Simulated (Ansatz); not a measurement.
## Ir: levels along high-symmetry lines

```yaml
crystal:
  lattice:
    - [-1.55553, 1.55553, 1.55553]
    - [1.55553, -1.55553, 1.55553]
    - [1.55553, 1.55553, -1.55553]
  atoms:
    - { symbol: Ir, position: [0.00000, 0.00000, 0.00000] }
```

The cell was built from the bcc type and relaxed in the same program, and has space group Im-3m; it needn't be a known or the stable phase.

Spin polarisation is left out, and whether a magnetic state lies lower isn't shown here.

No spin–orbit coupling, which matters for the heavy atoms here.

Level of theory: Ansatz 0.2.0, DFT, PBE, all-electron LAPW, scalar-relativistic.

Settings: a Γ-centred 19×19×19 k mesh, Fermi–Dirac smearing of 0.08 eV, basis error target 1 meV/atom, no spin polarisation.

Points in fractions of the reciprocal vectors of this cell: Γ (0, 0, 0), H (0.5, -0.5, 0.5), N (0, 0, 0.5), P (0.25, 0.25, 0.25). The path joins them by straight lines in the order Γ–H–N–Γ–P–H–P–N; legs that retrace an earlier one aren't tabulated. Energies are in eV from the Fermi level.

Is there a gap?

none: with an odd electron count and no spin polarisation the bands can't all be full, a metal in this set-up (spin order or a larger cell could open a gap).

List the levels between -8 and 6 eV at the symmetry points.


Γ: -3.39 (×3), -0.49 (×2)
H: -6.65 (×2), 1.48 (×3)
N: -7.13, -5.13, -0.67, -0.03, -0.01, 2.15
P: -4.45 (×3), 0.06 (×2), 5.26
